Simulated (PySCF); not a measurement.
A structure optimised at GFN2-xTB (Å):
```
C 
C   1  1.4954
C   2  1.4954  1   96.15
C   2  1.4811  1   60.32  3    50.61
H   1  1.0832  2  117.81  4  -107.59
H   1  1.0849  2  118.92  4   108.36
H   2  1.0683  1  131.88  4   125.47
H   3  1.0830  2  117.88  4   107.57
H   3  1.0847  2  118.93  4  -108.36
H   4  1.0682  1  131.83  2  -125.44
```
Z-matrix in Å and degrees, rows numbered from 1.

Charge 0, singlet.

Problem. Read off the bonds between heavy atoms and their formal orders.

Solution. C1–C2 (single); C2–C3 (single); C3–C4 (single); C1–C4 (single); C2–C4 (single). Hydrogens: H5, H6 on C1; H7 on C2; H8, H9 on C3; H10 on C4.

Problem. Write the SMILES.

Solution. `C1[C@H]2C[C@@H]12`, C4H6.

Problem. Name the point group.

Solution. C2v (every atom within 0.08 Å of its image).

Problem. Which rings does it hold (smallest set)?

Solution. C1–C2–C4 (3 members); C2–C3–C4 (3 members).

Problem. Describe the place of each heavy atom.

Solution. C1/C3: three-membered-ring carbon; C2/C4: sp3 carbon at a ring junction.

Problem. What is the arrangement about C2?

Solution. It has 4 neighbours (C1, C3, C4, H7) and has angles from 60.3° to 134.9°.

Problem. What is the arrangement about C1?

Solution. It has 4 neighbours (C2, C4, H5, H6) and has angles from 59.4° to 118.9°.

All values are computed, not measured.
